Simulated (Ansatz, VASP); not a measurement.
## One calculation of CsSnI3, two programs

File INCAR:

```
PREC = Accurate
ENCUT = 600
EDIFF = 1E-6
ISMEAR = -1
SIGMA = 0.05
LREAL = F
LASPH = T
NELM = 100
ALGO = Fast
ISIF = 3
LWAVE = F
LCHARG = F
GGA = RP
IBRION = 2
NSW = 60
EDIFFG = -0.005
```

File KPOINTS:

```
Automatic mesh
0
Gamma
  4 4 4
```

File POSCAR:

```
CsSnI3
1.0
    6.2057000000      0.0000000000      0.0000000000
    0.0000000000      6.2057000000      0.0000000000
    0.0000000000      0.0000000000      6.2057000000
Cs I Sn
1 3 1
Direct
    0.0000000000      0.0000000000      0.0000000000
    0.5000000000      0.5000000000      0.0000000000
    0.5000000000      0.0000000000      0.5000000000
    0.0000000000      0.5000000000      0.5000000000
    0.5000000000      0.5000000000      0.5000000000
```

Contents of input.yaml:

```yaml
crystal:
  lattice:
    - [6.2057, 0.0, 0.0]
    - [0.0, 6.2057, 0.0]
    - [0.0, 0.0, 6.2057]
  atoms:
    - { symbol: Cs, position: [0.0, 0.0, 0.0] }
    - { symbol: I, position: [0.5, 0.5, 0.0] }
    - { symbol: I, position: [0.5, 0.0, 0.5] }
    - { symbol: I, position: [0.0, 0.5, 0.5] }
    - { symbol: Sn, position: [0.5, 0.5, 0.5] }
hamiltonian:
  xc: rpbe
  pseudopotentials: { kind: paw }
kpoints:
  mp_grid: { grid: [4, 4, 4] }
scf:
  occupations: { method: fermi_dirac, width: 0.05 }
output:
  forces: true
  stress: true
  eigenvalues: true
relax:
  f_tol: 0.01
  max_steps: 40
  cell: { stress_tol: 0.05 }
```

Alike in both runs: task relaxation of cell and atoms; functional RPBE; k mesh 4 × 4 × 4; occupations fermi-dirac, width 0.05 eV; no spin polarisation.

|  | VASP | Ansatz |
| --- | --- | --- |
| version | VASP 6.6.1 | Ansatz 0.2.0 |
| potentials or method | VASP PAW PBE potentials, release 64 (Cs_sv, I, Sn_d) | Ansatz PAW |
| plane-wave cutoff (eV) | 600 | 420 |
| valence electrons in the cell | 44 | 74 |

```tsv
	VASP	Ansatz	Ansatz less VASP
gap on the k mesh at the Fermi level, each at its own relaxed structure (eV)	0.79	0.80	+0.017
relaxed volume (Å³/atom)	53.46	53.66	+0.195
relaxed cell length with the largest relative difference (Å)	6.442	6.450	+0.0078
energy change over the relaxation (meV/atom)	-31	-31	-0.1
```

The two sets of potentials don't hold the same shells in valence.

Caveats: spin-orbit coupling is left out, which moves the levels of the heavy elements; the PAW data sets were made with another functional, which shifts forces and pressure a little (VASP); the plane-wave basis is chosen anew once the cell has moved, so the energies of steps on either side of that aren't comparable (Ansatz); the PAW data sets come from PBE, with cores solved anew for the run's functional, which leaves a small shift of forces and pressure (Ansatz). RPBE and its kin give volumes clearly too large for solids. A k mesh can miss the band edges.
